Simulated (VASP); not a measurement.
Here is a VASP 6.6.1 calculation.

Contents of INCAR:

```
SYSTEM = AlN
ALGO = Normal
EDIFF = 1E-6
EDIFFG = -0.01
ENCUT = 600
GGA = PS
IBRION = 2
ISIF = 8
ISMEAR = 0
LASPH = .True.
LCHARG = .False.
LREAL = .False.
LWAVE = .False.
NELM = 80
NSW = 70
PREC = Accurate
PSTRESS = 100.0
SIGMA = 0.01
```

File KPOINTS:

```
k-points
0
Gamma
  9 9 7
  0 0 0
```

The input POSCAR:

```
AlN
1.0
    1.5338305253     -2.6565944697      0.0000000000
    1.5338305253      2.6565944697      0.0000000000
    0.0000000000      0.0000000000      4.9082576808
Al N
2 2
Direct
    0.0000000000      0.0000000000      0.0000000000
    0.6666666667      0.3333333333      0.5000000000
    0.0000000000      0.0000000000      0.3820000000
    0.6666666667      0.3333333333      0.8820000000
```

Potentials or basis: VASP PAW PBE potentials, release 64 (Al, N).

Command:

```sh
$ cat potpaw_PBE.64/Al/POTCAR potpaw_PBE.64/N/POTCAR > POTCAR
$ mpirun -np 1 vasp_std > vasp.out
```

(1) What does it give for the relaxed volume?

(2) Estimate the relaxed cell.

(3) Estimate the band gap on the k mesh.

## Answers

(1) 9.99 Å³/atom.

(2) a = 3.067 Å, b = 3.067 Å, c = 4.907 Å, α = 90.00°, β = 90.00°, γ = 120.00°.

(3) 4.52 eV, direct.

Caveat: the cell is relaxed towards a set pressure, so the enthalpy falls and the energy may rise; the PAW data sets were made with another functional, which shifts forces and pressure a little; an odd mesh through Γ misses points on the zone boundary, where band edges often lie.
